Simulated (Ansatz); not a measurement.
**Hg: the crystal squeezed far**

An exercise on one series of results from a longer session: the logs are not shown, and one member is left open.

Method: DFT PBE, with the methods named in each step, in Ansatz 0.2.0.

1 further run of the same task is left out (it didn't finish).

## The starting structure

The structure is hexagonal, space group P6/mmm (No. 191). The conventional cell has a = 5.578 Å, b = 5.578 Å, c = 3.281 Å, α = 90.00°, β = 90.00°, γ = 120.00°. Around Hg (site symmetry 6/mmm) lie 14 Hg at 3.28 to 3.61 Å. Hg (site symmetry -6m2) has 11 Hg at 3.22 to 3.61 Å as nearest neighbours.

As a file:

```xyz
3
Lattice="5.5779 0.0000 0.0000 -2.7889 4.8306 0.0000 0.0000 0.0000 3.2814" Properties=species:S:1:pos:R:3 pbc="T T T"
Hg    0.0000    0.0000    0.0000
Hg    0.0000    3.2204    1.6407
Hg    2.7889    1.6102    1.6407
```

Whether this phase is the stable one at these pressures isn't tested.

Atoms are numbered in the order of the input: Hg1, Hg2, Hg3.

Set-up of the first run:

Input file input.yaml:

```yaml
crystal:
  lattice:
    - [5.577880178, 0.0, 0.0]
    - [-2.788940089, 4.8305859334, 0.0]
    - [0.0, 0.0, 3.2814241044]
  atoms:
    - { symbol: Hg, position: [0.0, 0.0, 0.0] }
    - { symbol: Hg, position: [0.3333333333, 0.6666666667, 0.5] }
    - { symbol: Hg, position: [0.6666666667, 0.3333333333, 0.5] }
kpoints:
  mp_grid: { grid: [7, 7, 10] }
  band_path:
    path:
      - [0.0, 0.0, 0.0]
      - [0.5, 0.0, 0.0]
      - [0.3333333333, 0.3333333333, 0.0]
      - [0.0, 0.0, 0.0]
      - [0.0, 0.0, 0.5]
      - [0.5, 0.0, 0.5]
      - [0.3333333333, 0.3333333333, 0.5]
      - [0.0, 0.0, 0.5]
      - [0.5, 0.0, 0.5]
    npoints: 14
scf:
  occupations: { method: fermi_dirac, width: 0.05 }
hamiltonian:
  xc: pbe
  pseudopotentials: { kind: all_electron, lapw: { basis_error: 0.001 } }
output:
  forces: true
  stress: true
  eigenvalues: true
  populations: true
  dos: { projected: true, de: 0.2, e_range: [-14, 8] }
```

Started as:

```bash
ansatz run input.yaml --threads 1 --pin off --max-ram 3072MiB --backend cpu --events-out ev --progress --plain --runs-dir out
```

Steps of the session up to this table: The reference volume, LAPW; Volume scaled by 1, crystal datasets; Volume scaled by 1, norm-conserving; Volume scaled by 0.76, LAPW; Volume scaled by 0.68, LAPW; Volume scaled by 0.6, LAPW; Volume scaled by 0.6, crystal datasets; Volume scaled by 0.6, norm-conserving; Volume scaled by 0.45, LAPW; Volume scaled by 0.45, crystal datasets; Volume scaled by 0.45, norm-conserving.

One table of the session follows, with a row left open; its other results are not shown here.

```
             method  volume over the first  volume (Å³/atom)  pressure (GPa)
               LAPW                      1            29.472           -0.03
               LAPW                   0.76            22.399            8.82
               LAPW                   0.68                 ?               ?
               LAPW                    0.6            17.683           41.31
               LAPW                   0.45            13.262          172.78
                PAW                      1            29.472           -0.02
                PAW                   0.76            22.399            8.83
                PAW                   0.68            20.041           19.63
                PAW                    0.6            17.683           41.35
                PAW                   0.45            13.262          172.80
PAW (cutoff 300 eV)                   0.45            13.262          174.63
   crystal datasets                      1            29.472           -0.03
   crystal datasets                    0.6            17.683           41.31
   crystal datasets                   0.45            13.262          172.78
    norm-conserving                      1            29.472            0.01
    norm-conserving                    0.6            17.683           41.53
    norm-conserving                   0.45            13.262          173.47
```

**Question.** Estimate the row for LAPW, 0.68.

**Answer.** volume (Å³/atom): 20.041; pressure (GPa): 19.60.

To keep in mind: Warnings in the runs' records: crystal datasets made, cutoff below recommended.
